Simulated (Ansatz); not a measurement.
**Ga in Ansatz: convergence with k mesh**

Crystal: Ga.

```xyz
2
Lattice="1.4500 -4.0650 0.0000 1.4500 4.0650 0.0000 0.0000 0.0000 3.1700" Properties=species:S:1:pos:R:3 pbc="T T T"
Ga    1.4881    3.0120    2.3844
Ga    1.4634   -2.9140    0.8305
```

This isn't the form of Ga at room conditions, which is orthorhombic.

The cell isn't the ideal one: atoms moved at random, drawn with an rms of 0.05 Å.

- Program: Ansatz 0.2.0
- Task: convergence study
- Functional: LDA
- Potentials or basis: Ansatz PAW earlier set
- Cutoff: 1300 eV
- Density cutoff: 10400 eV
- k mesh: 3 × 3 × 3
- Occupations: cold, width 0.05 eV
- Spin: no spin polarisation

These are the settings of the first run; the series varies k mesh, with any setting tied to it.

Hardware: 2 threads of Intel(R) Xeon(R) Processor @ 2.70GHz, with other jobs on the host.

Q: The values tried are 3 × 3 × 3, 4 × 4 × 3, 5 × 5 × 4, 6 × 6 × 5, 7 × 7 × 6, 9 × 9 × 8, 11 × 11 × 10, 13 × 13 × 12, 16 × 16 × 14, loosest first. From which on does the pressure stay within 0.1 GPa of the tightest run that finished?

A: From 9 × 9 × 8 on.

```tsv
k mesh	energy less the tightest run, at zero smearing (meV/atom)	pressure (GPa)	largest force (eV/Å)	SCF cycles	CPU time (s)	peak memory (GiB)
3 × 3 × 3	183.70	-3.71	0.488	8	4.5	0.51
4 × 4 × 3	31.49	-2.24	0.232	7	7.5	0.55
5 × 5 × 4	-23.07	-3.96	0.185	7	13	0.62
6 × 6 × 5	0.63	-3.77	0.053	7	23	0.73
7 × 7 × 6	12.52	-3.16	0.057	8	38	0.89
9 × 9 × 8	-8.29	-3.90	0.055	8	81	1.4
11 × 11 × 10	2.17	-3.80	0.036	7	160	2.2
13 × 13 × 12	-0.06	-3.76	0.042	8	270	3.3
16 × 16 × 14	0.00	-3.81	0.040	8	470	5.1
```

Against the tightest run, the energy stays within 1 meV/atom from 13 × 13 × 12 on; the largest force stays within 0.005 eV/Å from 11 × 11 × 10 on. Meshes of other sizes hit other points, so gaps and Fermi surfaces needn't settle smoothly. The tightest run that finished is the yardstick and may itself not be fully converged.

Caveat, for the tightest run too: the PAW data sets come from PBE, with cores solved anew for the run's functional, which leaves a small shift of forces and pressure.
